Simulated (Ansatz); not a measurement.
# GaAs: the cost of one run

Computed with Ansatz 0.2.0 (DFT, PBE, plane-wave PAW, default files, scalar-relativistic, as far as a step names no other, unless a step's input says otherwise).

## 1. The structure to begin with

Symmetry: F-43m, No. 216, cubic system. Conventional cell: a = 5.654 Å, b = 5.654 Å, c = 5.654 Å, α = 90.00°, β = 90.00°, γ = 90.00°. Ga (site symmetry -43m) has 4 As at 2.45 Å as nearest neighbours. As (site symmetry -43m) has 4 Ga at 2.45 Å as nearest neighbours.

Structure file:

```cif
data_structure
_symmetry_space_group_name_H-M 'F-43m'
_symmetry_Int_Tables_number 216
_cell_length_a 5.6537
_cell_length_b 5.6537
_cell_length_c 5.6537
_cell_angle_alpha 90.000
_cell_angle_beta 90.000
_cell_angle_gamma 90.000
_cell_volume 180.72
loop_
_atom_site_label
_atom_site_type_symbol
_atom_site_symmetry_multiplicity
_atom_site_Wyckoff_symbol
_atom_site_fract_x
_atom_site_fract_y
_atom_site_fract_z
_atom_site_occupancy
Ga1 Ga 4 a 0.00000 0.00000 0.00000 1
As1 As 4 d 0.25000 0.25000 0.75000 1
```

The earlier run gave: gap on the mesh 0.52 eV, largest force 0.000 eV/Å, pressure 3.3 GPa.

Site by site (atoms counted from 1):

| site | atoms | first shell | V_zz (10²¹ V/m²) | η | C_Q (MHz) |
| --- | --- | --- | --- | --- | --- |
| Ga | 1 | 4 As at 2.45 Å | 0.00 | – | 0 (⁷¹Ga) |
| As | 2 | 4 Ga at 2.45 Å | 0.00 | – | 0 (⁷⁵As) |

V_zz is the principal component of the electric field gradient with the largest magnitude, η = (V_xx − V_yy)/V_zz and C_Q = eQV_zz/h. Nuclear quadrupole moments: year-2017 set (Pyykkö).

## 2. Ions relaxed at fixed cell

Input file input.yaml:

```yaml
crystal:
  lattice:
    - [0.0, 2.82685, 2.82685]
    - [2.82685, 0.0, 2.82685]
    - [2.82685, 2.82685, 0.0]
  atoms:
    - { symbol: Ga, position: [0.0, 0.0, 0.0] }
    - { symbol: As, position: [0.25, 0.25, 0.25] }
kpoints:
  mp_grid: { grid: [13, 13, 13] }
scf:
  occupations: { method: fermi_dirac, width: 0.02 }
hamiltonian:
  xc: pbe
  pseudopotentials: { kind: paw }
output:
  forces: true
  stress: true
  populations: true
  efg:
    quadrupole_moments_barn: { Ga: 0.107, As: 0.311 }
    contact_densities: true
relax:
  f_tol: 0.02
  max_steps: 60
```

The run is started by

```sh
> ansatz run input.yaml --threads 1 --pin off --max-ram 3072MiB --backend cpu --events-out ev --progress --plain --runs-dir out
```

**Question.** How long does this run take on 1 thread of AMD EPYC 9R14 (Zen 4), shared host, and how much memory does it need?

About 5.2 s, with a peak of 0.49 GiB.
